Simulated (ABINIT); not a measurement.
The system is C.

```
CELL_PARAMETERS angstrom
0.00000 1.78337 1.78337
1.78337 0.00000 1.78337
1.78337 1.78337 0.00000
ATOMIC_POSITIONS crystal
C 0.75000 0.75000 0.75000
C 0.50000 0.50000 0.50000
```

This isn't the form of C at room conditions, which is graphite.

Base run:

- Program: ABINIT 10.8.3 (patched build)
- Functional: HLE16
- Potentials or basis: JTH PAW PBE v2.0
- Cutoff: 544 eV
- k mesh: 13 × 13 × 13
- Occupations: fermi-dirac, width 0.05 eV
- Spin: no spin polarisation

Its results: band gap on the k mesh 4.57 eV, indirect (least direct gap 5.78 eV); pressure -87.8 GPa.

Problem. After a change of settings the same cell gave: band gap on the k mesh 4.03 eV, indirect (least direct gap 5.54 eV); pressure -5.3 GPa. Which change was it?
A. functional from HLE16 to rSCAN; cutoff from 544 eV to 653 eV; fine-grid cutoff from 1088.46 eV to 1251.72 eV
B. functional from HLE16 to SOGGA
C. functional from HLE16 to RPBE
D. functional from HLE16 to PBEsol; k mesh from 13 × 13 × 13 to 10 × 10 × 10

Solution. D.

Caveats: the atomic spheres overlap; the cell as given lies far from equilibrium (some runs); the potentials were made for a functional far from this one (some runs); so large a pressure means that the cell lies far from this level's equilibrium, or that cutoff or potentials fall short (some runs); the potentials were made for another functional, which shifts forces and pressure (some runs); the PAW data sets were made with another functional, which shifts forces and pressure a little (some runs).
